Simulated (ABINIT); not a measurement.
PbS (Galena), 2 atoms in the cell. The structure is cubic, space group Fm-3m (No. 225). Conventional cell: a = 5.931 Å, b = 5.931 Å, c = 5.931 Å, α = 90.00°, β = 90.00°, γ = 90.00°. Pb (site symmetry m-3m) is surrounded by 6 S at 2.97 Å. S (site symmetry m-3m) is surrounded by 6 Pb at 2.97 Å. 

| Quantity | Value |
| --- | --- |
| Program | ABINIT 10.8.3 (patched build) |
| Task | single point |
| Functional | PBEsol |
| Potentials or basis | PseudoDojo NC SR PBEsol v0.4.1 standard |
| Cutoff | 653 eV |
| k mesh | 6 × 6 × 6 |
| Occupations | fermi-dirac, width 0.05 eV |
| Spin | no spin polarisation |

Potentials or basis: PseudoDojo NC SR PBEsol v0.4.1 standard.

The run is started by

```sh
$ abinit run.abi > log 2>&1
```

Hardware: 1 thread of Intel(R) Xeon(R) Platinum 8488C (Sapphire Rapids), on a shared host.

How long does it take, and how much memory?

It took 11 s on 1 thread of Intel(R) Xeon(R) Platinum 8488C (Sapphire Rapids), on a shared host, peak memory 0.07 GiB. Counts: scf iterations 9, mpi ranks 1, k points 16, bands 14, plane waves 1994.
